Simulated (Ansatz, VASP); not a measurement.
**SiC: VASP beside Ansatz**

```
CELL_PARAMETERS angstrom
3.07164 0.00000 0.00000
-1.53582 2.66012 0.00000
0.00000 0.00000 5.04099
ATOMIC_POSITIONS crystal
Si 0.33333 0.66667 0.00457
Si 0.66667 0.33333 0.50457
C 0.33333 0.66667 0.38043
C 0.66667 0.33333 0.88043
```

Alike in both runs: functional LDA; k mesh 8 × 8 × 4; no spin polarisation.

Ansatz relaxed the structure, and its values are those at the end. VASP's run is a single point on that final structure, the one shown.

|  | VASP | Ansatz |
| --- | --- | --- |
| version | VASP 6.6.1 | Ansatz 0.2.0 |
| potentials or method | VASP PAW LDA potentials, release 64 (Si, C), cutoff 520 eV | all-electron LAPW, scalar-relativistic |
| occupations | gaussian, width 0.01 eV | fixed |

Ansatz gave:

| Item | Value |
| --- | --- |
| gap on the k mesh at the Fermi level (eV) | 2.42 |
| pressure (GPa) | -3.4 |

Problem. What did VASP give for the same quantities?

Solution. gap on the k mesh at the Fermi level (eV): 2.40; pressure (GPa): -2.9.

Ansatz ran all-electron here, so the differences hold the error of VASP's frozen core and of both bases.

A k mesh can miss the band edges.
